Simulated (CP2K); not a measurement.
## FeO: single point with LDA

The system is FeO.

```
Fe O
1.0
     5.80581    0.00000    0.00000
    -1.45145    2.51399    0.00000
     0.00000    0.00000    2.83309
Fe O
2 2
Direct
  0.00000 0.00000 0.00000
  0.50000 0.00000 0.00000
  0.33333 0.33333 0.50000
  0.83333 0.33333 0.50000
```

The cell comes from a database or a generator and needn't be the stable form of this composition.

| Quantity | Value |
| --- | --- |
| Program | CP2K 2026.2 |
| Task | single point |
| Functional | LDA |
| Potentials or basis | GTH_POTENTIALS Fe GTH-PADE-q16, O GTH-PADE-q6; DZVP-MOLOPT-PBE-GTH basis |
| Density cutoff | 8163 eV |
| k mesh | 8 × 8 × 7 |
| Occupations | fermi-dirac, width 0.05 eV |
| Spin | collinear spin, ferromagnetic start |
| Starting moments | [4.0, 4.0, 0.0, 0.0] μB |
| SCF solver | diagonalisation with k points |
| Quickstep method | GPW |
| EPS_DEFAULT | 1.0E-10 |
| EPS_SCF | 1.0E-6 |
| MAX_SCF | 150 |
| SCF_GUESS | ATOMIC |
| k points reduced by the point group | yes |
| Mesh centred on Gamma | yes |
| CHOLESKY | OFF |
| EPS_EIGVAL | 1.0E-7 |
| MIXING METHOD | PULAY_MIXING |
| MIXING ALPHA | 0.4 |
| NBUFFER | 6 |
| NGRIDS | 5 |
| Basis sets | Fe DZVP-MOLOPT-PBE-GTH-q16, O DZVP-MOLOPT-PBE-GTH-q6 |
| Potentials | Fe GTH-PADE-q16 of GTH_POTENTIALS, O GTH-PADE-q6 of GTH_POTENTIALS |
| MULTIPLICITY of the start | 9 |
| ADDED_MOS | [20, 28] |
| REL_CUTOFF (Ry) | 60 Ry |
| MIXING BETA (1/bohr) | 1.5 1/bohr |
| CUTOFF of the grids | 600 Ry |

```json
{
  "Pressure": "-24.8 GPa",
  "Net moment": "8.00 μB per cell",
  "Absolute moment": "8.07 μB per cell",
  "Site moments": "Fe +3.64; O +0.36 μB",
  "Mulliken charges": "Fe +0.64; O -0.64 e"
}
```

Stress tensor (GPa, compression positive):
```
-22.38   0.00   0.00
  0.00 -22.39   0.00
  0.00   0.00 -29.67
```

Wall time 2.2 min on 1 thread of Arm Neoverse V1 (shared host), peak memory 0.47 GiB.

Caveat: Mulliken charges move with the basis; the basis of atomic orbitals isn't converged, which shifts pressures, moduli and gaps; the total moment is fixed, so each spin has its own Fermi level; only a ferromagnetic start was run, and an antiferromagnetic order may lie lower in energy.
